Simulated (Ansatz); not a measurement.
PbO2 (Cmce)

Theory: Ansatz 0.2.0, DFT PBE, scalar-relativistic, plane waves, PAW.

Plane waves to 420 eV, a k mesh through Γ of 10×10×8 on the computed 6-atom cell and Gaussian smearing (0.10 eV); no spin polarisation.

The structure is relaxed at this level of theory with its symmetry kept, and needn't be the ground state of this composition.

Space group Cmce (No. 64), orthorhombic, a = 5.423 Å, b = 5.461 Å, c = 5.384 Å. Pb has 4 O at 2.26 Å and 4 O at 2.45 Å; around O lie 2 Pb at 2.26 Å, 2 Pb at 2.45 Å and 6 O at 2.71–2.73 Å.

```json
{"Volume per atom": "13.29 Å³", "Formation energy from the elements' standard states (uncorrected)": "-0.686 eV/atom", "Kohn–Sham band gap": "none (metal)", "Density of states at the Fermi level": "0.2 states/eV per cell", "Orbital (Löwdin) character within 0.5 eV of the Fermi level": "O 2p 97 %", "Bader charge by site (e)": "Pb (2 in the cell) 1.99, O (4 in the cell) -1.00"}
```

Spin-orbit coupling is left out, which matters for the bands of heavy elements.

The cell was found from a structure generator's guess, not taken from experiment. Löwdin shares on free-atom orbitals overweight diffuse shells.
